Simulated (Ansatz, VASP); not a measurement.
## C in VASP and in Ansatz

POSCAR

```
C
1.0
    0.0000000000      1.7801417077      1.8735991474
    1.7801417077      0.0000000000      1.8735991474
    1.7801417077      1.7801417077      0.0000000000
C
2
Direct
    0.5000000000      0.5000000000      0.5000000000
    0.7500000000      0.7500000000      0.7500000000
```

INCAR.step1

```
PREC = Accurate
ENCUT = 520
ISMEAR = 0
SIGMA = 0.05
LREAL = F
LASPH = T
NELM = 100
NBANDS = 11
GGA = PE
ALGO = Normal
EDIFF = 1E-4
LWAVE = T
LCHARG = F
```

File INCAR.step2:

```
PREC = Accurate
ENCUT = 520
EDIFF = 1E-6
ISMEAR = 0
SIGMA = 0.05
LREAL = F
LASPH = T
NELM = 100
ALGO = Normal
ISIF = 2
LWAVE = F
LCHARG = F
METAGGA = R2SCAN
LMIXTAU = T
NBANDS = 11
ISTART = 1
```

Contents of KPOINTS:

```
Automatic mesh
0
Gamma
  12 12 12
```

Input for Ansatz:

```yaml
crystal:
  lattice:
    - [0.0, 1.7801417077, 1.8735991474]
    - [1.7801417077, 0.0, 1.8735991474]
    - [1.7801417077, 1.7801417077, 0.0]
  atoms:
    - { symbol: C, position: [0.5, 0.5, 0.5] }
    - { symbol: C, position: [0.75, 0.75, 0.75] }
basis:
  ecutwfc: 500
kpoints:
  mp_grid: { grid: [12, 12, 12] }
hamiltonian:
  xc: r2scan
scf:
  occupations: { method: gaussian, width: 0.05 }
output:
  forces: true
  stress: true
  eigenvalues: true
```

Change from the starting cell: strain +0.0525 x Voigt [0, 0, 1, 0, 0, 0], atoms carried along.

Alike in both runs: task single point; functional r2SCAN; k mesh 12 × 12 × 12; occupations gaussian, width 0.05 eV; no spin polarisation.

```csv
,VASP,Ansatz
version,VASP 6.6.1,Ansatz 0.2.0
potentials or method,"VASP PAW PBE potentials, release 64 (C)","scalar-relativistic, plane waves, PAW"
plane-wave cutoff (eV),520,500
valence electrons in the cell,8,8
```

|  | VASP | Ansatz | Ansatz less VASP |
| --- | --- | --- | --- |
| gap on the k mesh at the Fermi level (eV) | 3.58 | 3.61 | +0.027 |
| least direct gap on the mesh (eV) | 5.24 | 5.28 | +0.041 |
| pressure (GPa) | -19.9 | -20.8 | -0.92 |
| largest component of the traceless stress (GPa) | 33.52 | 33.57 | +0.052 |

With one functional, cell and mesh, what is left measures potentials, basis and numerics.

Caveats: so large a pressure means that the cell lies far from this level's equilibrium, or that cutoff or potentials fall short (VASP); the potentials were made for another functional, which shifts forces and pressure (VASP).
